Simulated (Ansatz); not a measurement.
Crystal: TaS2.

```xyz
3
Lattice="3.3500 0.0000 0.0000 -1.6750 2.9012 0.0000 0.0000 0.0000 5.8600" Properties=species:S:1:pos:R:3 pbc="T T T"
Ta    0.0000    0.0000    0.0000
S     1.6750    0.9671    4.3950
S     0.0000    1.9341    1.4650
```

| Item | Value |
| --- | --- |
| Program | Ansatz 0.2.0 |
| Task | relaxation of cell and atoms |
| Functional | PBE |
| Dispersion | D4 |
| Potentials or basis | Ansatz PAW |
| Cutoff | 420 eV (not typed: the program's choice for these potentials) |
| k mesh | 9 × 9 × 5 |
| Occupations | fermi-dirac, width 0.05 eV |
| Spin | no spin polarisation |

At the start: volume 18.98 Å³/atom.

**Question.** Where does the relaxation end?

**Answer.** It ends after 6 steps and the volume is 19.03 Å³/atom (+0.2 %); space group P-3m1 (No. 164, to 0.05 Å).

Step by step:
| step | energy change (eV) | largest force (eV/Å) | volume (Å³) |
| --- | --- | --- | --- |
| 1 | 0.0000 | 1.2390 | 56.95 |
| 2 | -0.0089 | 0.9298 | 54.10 |
| 3 | -0.0870 | 0.0416 | 56.85 |
| 4 | -0.0891 | 0.0008 | 57.05 |
| 5 | -0.0891 | 0.0003 | 57.08 |
| 6 | -0.0892 | 0.0003 | 57.08 |

Final structure:
```cif
data_structure
_symmetry_space_group_name_H-M 'P 1'
_symmetry_Int_Tables_number 1
_cell_length_a 3.3427
_cell_length_b 3.3427
_cell_length_c 5.8992
_cell_angle_alpha 90.000
_cell_angle_beta 90.000
_cell_angle_gamma 120.000
_cell_volume 57.08
loop_
_atom_site_label
_atom_site_type_symbol
_atom_site_fract_x
_atom_site_fract_y
_atom_site_fract_z
_atom_site_occupancy
Ta1 Ta 0.00000 0.00000 0.00000 1
S1 S 0.66667 0.33333 0.73868 1
S2 S 0.33333 0.66667 0.26132 1
```

Caveat: the plane-wave basis is chosen anew once the cell has moved, so the energies of steps on either side of that aren't comparable.
